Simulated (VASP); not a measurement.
Write the native input for VASP 6.6.1 that does the following.

| Quantity | Value |
| --- | --- |
| Task | relaxation of cell and atoms |
| Functional | HSE06 |
| Potentials or basis | VASP PAW PBE potentials, release 64 (Ba_sv, O) |
| Cutoff | 520 eV |
| k mesh | 6 × 6 × 6 |
| Occupations | gaussian, width 0.03 eV |
| Spin | no spin polarisation |
| Grid for exact exchange (PRECFOCK) | Fast |
| Screening parameter | 0.2 1/A |
| Further INCAR settings | ALGO = Normal; EDIFF = 1e-06; IBRION = 2; EDIFFG = -0.01; NSW = 25; ISIF = 3 |

The system is BaO.

```xyz
2
Lattice="0.0000 2.7661 2.7661 2.7661 0.0000 2.7661 2.7661 2.7661 0.0000" Properties=species:S:1:pos:R:3 pbc="T T T"
Ba    0.0000    0.0000    0.0000
O     2.7661    2.7661    2.7661
```

These files were run (other wordings do the same):

POSCAR

```
BaO                                     
1.0
    0.0000000000      2.7660512413      2.7660512413
    2.7660512413     -0.0000000000      2.7660512413
    2.7660512413      2.7660512413      0.0000000000
  Ba              O             
     1     1
Direct
     0.0000000000000000    0.0000000000000000    0.0000000000000000
     0.5000000000000000    0.5000000000000000    0.5000000000000000
```

INCAR.step1

```
ALGO = Normal
EDIFF = 1E-5
ENCUT = 520
GGA = PE
ISMEAR = 0
KPAR = 4
LASPH = True
LCHARG = False
LREAL = False
LWAVE = True
NELM = 80
PREC = Accurate
SIGMA = 0.03
```

INCAR.step2

```
ALGO = Normal
EDIFF = 1E-6
EDIFFG = -0.01
ENCUT = 520
GGA = PE
HFSCREEN = 0.2
IBRION = 2
ISIF = 3
ISMEAR = 0
ISTART = 1
KPAR = 4
LASPH = True
LCHARG = False
LHFCALC = True
LREAL = False
LWAVE = False
NELM = 80
NSW = 25
PREC = Accurate
PRECFOCK = Fast
SIGMA = 0.03
```

KPOINTS

```
k-points
0
Gamma
  6 6 6
```

Potentials or basis: VASP PAW PBE potentials, release 64 (Ba_sv, O).

Run with:

```bash
$ cat potpaw_PBE.64/Ba_sv/POTCAR potpaw_PBE.64/O/POTCAR > POTCAR
$ cp INCAR.step1 INCAR
$ mpirun -np 4 vasp_std > vasp.out
$ cp INCAR.step2 INCAR
$ mpirun -np 4 vasp_std > vasp.out
```

Results of the run:

```json
{
 "Relaxed volume": "21.60 Å³/atom",
 "Relaxed cell": "a = 3.938 Å, b = 3.938 Å, c = 3.938 Å, α = 60.00°, β = 60.00°, γ = 60.00°",
 "Space group after relaxing (to 0.05 Å)": "Fm-3m (No. 225)",
 "Energy gained by relaxing": "2.1 meV/atom",
 "Ionic steps": "3",
 "Pressure after relaxing": "0.0 GPa",
 "Band gap on the k mesh": "3.32 eV, direct"
}
```

Caveat: the PAW data sets were made with another functional, which shifts forces and pressure a little; spin-orbit coupling is left out, which moves the levels of the heavy elements.

It took 13 min on 4 MPI ranks on Intel(R) Xeon(R) Platinum 8259CL CPU @ 2.50GHz (Skylake/Cascade Lake), with other jobs on the host, peak memory 0.28 GiB a rank.
